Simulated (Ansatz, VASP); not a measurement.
## One calculation of Mo, two programs

```
Mo
1.0
     0.00000    1.93910    1.93910
     1.93910    0.00000    1.93910
     1.93910    1.93910    0.00000
Mo
1
Direct
  0.00000 0.00000 0.00000
```

Alike in both runs: task single point; functional PBE; k mesh 18 × 18 × 18; occupations gaussian, width 0.1 eV; no spin polarisation.

|  | VASP | Ansatz |
| --- | --- | --- |
| version | VASP 6.6.1 | Ansatz 0.2.0 |
| potentials or method | VASP PAW PBE potentials, release 64 (Mo_sv) | scalar-relativistic, plane waves, PAW |
| plane-wave cutoff (eV) | 520 | 420 |
| valence electrons in the cell | 14 | 14 |

|  | VASP | Ansatz | Ansatz less VASP |
| --- | --- | --- | --- |
| gap on the k mesh at the Fermi level (eV) | none | none | - |
| pressure (GPa) | 28.0 | 27.2 | -0.75 |

A gap of «none» marks a metal or a gap that the smearing closes. The functional is the same, so the differences come from potentials, cutoffs and numerics.

Caveats: so large a pressure means that the cell lies far from this level's equilibrium, or that cutoff or potentials fall short (VASP).
